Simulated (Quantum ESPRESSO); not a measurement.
Crystal: Mg.

```
Mg
1.0
     3.20930    0.00000    0.00000
    -1.60465    2.77934    0.00000
     0.00000    0.00000    5.21030
Mg
2
Direct
  0.66667 0.33333 0.75000
  0.33333 0.66667 0.25000
```

Base run:

| Item | Value |
| --- | --- |
| Program | Quantum ESPRESSO 7.5 |
| Functional | RPBE |
| Potentials or basis | SG15 PBE 1.2 |
| Cutoff | 952 eV |
| Density cutoff | 3810 eV |
| k mesh | 10 × 10 × 5 |
| Occupations | fermi-dirac, width 0.05 eV |
| Spin | no spin polarisation |

Its results: band gap on the k mesh none (metal or under the smearing width); pressure 0.5 GPa.

The run is repeated on the same cell with these changes: functional from RPBE to rPW86PBE; dispersion from none to rVV10. What comes out?

Band gap on the k mesh none (metal or under the smearing width); pressure -1.6 GPa.

Several settings changed at once, so the effect can't be laid on one alone.

Caveats: the potentials were made for another functional, which shifts forces and pressure.
